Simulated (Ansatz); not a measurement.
ZnTe under a change: tensor shear ε_yz = +0.73 %

Start from ZnTe in the zinc blende structure (space group F-43m, No. 216; a = 6.1791 Å). Axes: x, y, z lie along the cube axes.

It is then changed as follows: tensor shear ε_yz = +0.73 % (engineering shear γ = 0.0146), atoms relaxed at fixed cell.

Calculations: PBE (Ansatz, a program for electronic structure), no spin-orbit coupling. Settings: 9×9×9 k-points, 0.05 eV Fermi–Dirac smearing.

| quantity | base | changed | shift |
|---|---|---|---|
| volume per atom | 29.49 Å³ | 29.49 Å³ | 0.00 Å³ |
| shortest interatomic distance | 2.676 Å | 2.671 Å | -0.005 Å |
| energy relative to the base (free energy F) | 0 meV/atom | +0.6 meV/atom | +0.6 meV/atom |
| band gap | 1.08 eV | 1.03 eV | -0.045 eV |
| gap character | direct at Γ | direct at Γ | – |
| electron mass | 0.077 mₑ (at Γ) | 0.077 mₑ (at Γ) | – |
| valence-band top at Γ (three highest levels, from the VBM) | 0.00, 0.00, 0.00 eV | 0.00, -0.05, -0.09 eV | – |
| valley order (the lowest conduction-band minima on the path, energy above the VBM, named in the base's zone) | Γ 1.08 eV; L along ⟨111⟩ 1.74 eV; a point along ⟨100⟩, about 0.9 Å⁻¹ from Γ 2.28 eV | Γ 1.03 eV; L along [1-11] 1.64 eV; L along [111] 1.75 eV; a point along [100], about 0.9 Å⁻¹ from Γ 2.22 eV | – |
| stress (xx, yy, zz, yz, xz, xy; compression positive) | – | (0.00, 0.01, 0.01, -0.43, 0.00, 0.00) GPa | – |

Final structure:

```
CELL_PARAMETERS angstrom
      0.00000     3.11210     3.11210
      3.08955     0.02255     3.08955
      3.08955     3.08955     0.02255
ATOMIC_POSITIONS crystal
  Te 0.74888 0.75112 0.75112
  Zn 0.00112 0.99888 0.99888
```

Spin-orbit coupling, missing from the scalar runs, can matter with Te. The cells carry an imposed strain or load. Masses are band curvatures over ±0.01 Å⁻¹ around the edge. Stability against distortions was not tested. Labels are those of the standard path for the cell's own space group.
